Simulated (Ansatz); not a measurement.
**BN: further runs on the relaxed cell**

The task, for BN: relax it again with other functionals.

Computed with Ansatz 0.2.0 (DFT PBE+D3(BJ), scalar-relativistic, plane waves, PAW, unless a step's input says otherwise).

1 further run of the same task is left out (set aside as unsound or not needed).

## (1) The starting structure

Symmetry: R3m, No. 160, trigonal system. The conventional cell has a = 2.506 Å, b = 2.506 Å, c = 9.885 Å, α = 90.00°, β = 90.00°, γ = 120.00°. B (site symmetry 3m) has 3 N at 1.45 Å as nearest neighbours. N (site symmetry 3m) is surrounded by 3 B at 1.45 Å.

Coordinates:

```cif
data_structure
_symmetry_space_group_name_H-M 'P 1'
_symmetry_Int_Tables_number 1
_cell_length_a 3.5986
_cell_length_b 3.5986
_cell_length_c 3.5986
_cell_angle_alpha 40.756
_cell_angle_beta 40.756
_cell_angle_gamma 40.756
_cell_volume 17.92
loop_
_atom_site_label
_atom_site_type_symbol
_atom_site_fract_x
_atom_site_fract_y
_atom_site_fract_z
_atom_site_occupancy
B1 B 0.99970 0.99970 0.99970 1
N1 N 0.33274 0.33274 0.33274 1
```

It goes back to an entry of the Materials Project, which need not be the stable form.

It is the result of an earlier relaxation at this level (volume 8.96 Å³/atom; gap on the mesh: 4.24 eV).

## (2) Relaxing with PBEsol

input.yaml reads:

```yaml
crystal:
  lattice:
    - [1.2530569, 0.7234527385, 3.2948845722]
    - [-1.2530569, 0.7234527385, 3.2948845722]
    - [0.0, -1.4469054771, 3.2948845722]
  atoms:
    - { symbol: B, position: [0.9996975446, 0.9996975446, 0.9996975446] }
    - { symbol: "N", position: [0.3327354554, 0.3327354554, 0.3327354554] }
basis:
  ecutwfc: 420
kpoints:
  mp_grid: { grid: [12, 12, 12] }
hamiltonian:
  xc: pbesol
scf:
  occupations: { method: gaussian, width: 0.02 }
output:
  forces: true
  stress: true
  eigenvalues: true
relax:
  adjacent_minimum: "off"
  f_tol: 0.005
  max_steps: 50
  cell: { stress_tol: 0.05 }
```

Command:

```
$ ansatz run input.yaml --threads 1 --pin off --max-ram 2560MiB --backend cpu --events-out ev --progress --plain --runs-dir out
```

## (3) The cell under PBE

Changes to input.yaml since step 2:

```diff
@@ -13,3 +13,3 @@
 hamiltonian:
-  xc: pbesol
+  xc: pbe
 scf:
```

## (4) The cell under LDA

Changes to input.yaml since step 3:

```diff
@@ -13,3 +13,3 @@
 hamiltonian:
-  xc: pbe
+  xc: lda
 scf:
```

## (5) Relaxing with r2SCAN

Changes to input.yaml since step 4:

```diff
@@ -9,3 +9,3 @@
 basis:
-  ecutwfc: 420
+  ecutwfc: 500
 kpoints:
@@ -13,3 +13,3 @@
 hamiltonian:
-  xc: lda
+  xc: r2scan
 scf:
```

(Steps that only read results are left out.)

Before running it: what results should come out?

**Answer**, as computed:

The volumes rise in the order LDA, PBE+D3(BJ), r2SCAN, PBEsol, PBE, over 31.9 %.
